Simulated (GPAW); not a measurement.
Runs of GPAW 26.7.0 on MgS. Symmetry: P6_3mc, No. 186, hexagonal system. Conventional cell: a = 4.035 Å, b = 4.035 Å, c = 6.432 Å, α = 90.00°, β = 90.00°, γ = 120.00°. Around S (site symmetry 3m) lie 4 Mg at 2.45 to 2.47 Å. Mg (site symmetry 3m) has 4 S at 2.45 to 2.47 Å as nearest neighbours. The cell comes from a database or a generator and needn't be the stable form of this composition.

| task | level | potentials or basis | cell | k mesh | cutoff (eV) | smearing | optimizer | fmax | max steps | convergence | band path | mesh quality | gap on the mesh (eV) | pressure (GPa) | V0 of scaled cells (Å³/atom) | relaxed volume (Å³/atom) | B0 (GPa) | largest force (eV/Å) |
| --- | --- | --- | --- | --- | --- | --- | --- | --- | --- | --- | --- | --- | --- | --- | --- | --- | --- | --- |
| single point | PBEsol | PAW data sets generated in the run's folder for this functional, pw | as given | 8 × 8 × 4 | 800 | fermi-dirac 0.05 eV | - | - | - | - | - | not flagged | 3.27 | -0.3 | - | - | - | 0.04 |
| equation of state | LDA | the program's PAW data sets (release 1.2.1) made for this functional, pw | as given | 5 × 5 × 3 | 800 | fermi-dirac 0.05 eV | - | - | - | - | - | not flagged | - | - | 21.88 | - | 62 | - |
| relaxation of cell and atoms | PBEsol | PAW data sets generated in the run's folder for this functional, pw | relaxed | 5 × 5 × 3 | 800 | fermi-dirac 0.05 eV | BFGS | 0.02 eV/Å | 60 | density=1e-05 forces=0.0001 | - | not flagged | 3.29 | -0.1 | - | 22.61 | - | 0.01 |
| band structure | r2SCAN | GPAW PAW data sets (gpaw-data 1.2.1), pw | as given | 5 × 5 × 3 | 800 | fermi-dirac 0.05 eV | - | - | - | - | GMKGALHA,LM,KH | not flagged | 4.12 | 0.1 | - | - | - | 0.05 |
| dielectric tensor | LDA | the program's PAW data sets (release 1.2.1) made for this functional, pw | as given | 6 × 6 × 4 | 600 | fermi-dirac 0.001 eV | - | - | - | - | - | not flagged | 3.15 | - | - | - | - | - |
| band structure | LDA | the program's PAW data sets (release 1.2.1) made for this functional, pw | as given | 5 × 5 × 3 | 800 | fermi-dirac 0.05 eV | - | - | - | - | GMKGALHA,LM,KH | not flagged | 3.15 | (b) | - | - | - | 0.05 |
| relaxation of cell and atoms | PBEsol+D3(BJ) | PAW data sets generated in the run's folder for this functional, pw | relaxed | 5 × 5 × 3 | 800 | fermi-dirac 0.05 eV | BFGS | 0.02 eV/Å | 60 | density=1e-05 forces=0.0001 | - | not flagged | 3.43 | -0.1 | - | 21.96 | - | 0.01 |
| band structure | PBEsol | PAW data sets generated in the run's folder for this functional, pw | as given | 5 × 5 × 3 | 800 | fermi-dirac 0.05 eV | - | - | - | - | GMKGALHA,LM,KH | not flagged | 3.27 | -0.2 | - | - | - | 0.04 |
| equation of state | PBEsol | PAW data sets generated in the run's folder for this functional, pw | as given | 5 × 5 × 3 | 800 | fermi-dirac 0.05 eV | - | - | - | - | - | not flagged | - | - | 22.58 | - | 58 | - |
| relaxation of cell and atoms | PBEsol+D3 | PAW data sets generated in the run's folder for this functional, pw | relaxed | 5 × 5 × 3 | 800 | fermi-dirac 0.05 eV | BFGS | 0.02 eV/Å | 60 | density=1e-05 forces=0.0001 | - | not flagged | 3.40 | -0.1 | - | (a) | - | - |
| relaxation of cell and atoms | PBEsol+D4 | PAW data sets generated in the run's folder for this functional, pw | relaxed | 5 × 5 × 3 | 800 | fermi-dirac 0.05 eV | BFGS | 0.02 eV/Å | 60 | density=1e-05 forces=0.0001 | - | not flagged | 3.37 | 0.0 | - | (c) | - | - |

Alike in all rows: no spin polarisation.

Fill in the values left out.

(a) 22.11; (b) -2.1; (c) 22.23.

Caveats: an odd mesh through Γ misses points on the zone boundary, where band edges often lie (some runs); later steps reuse the first step's grids (some runs); the cell was scaled at fixed shape and fractional positions, which overstates the stiffness of a crystal with free parameters, most of all of layers and chains (some runs); the PAW data sets were made with another functional, which shifts forces and pressure a little (some runs); the long-wavelength limit can be off by a per cent or two (some runs).

Not every run made on this cell is shown here.
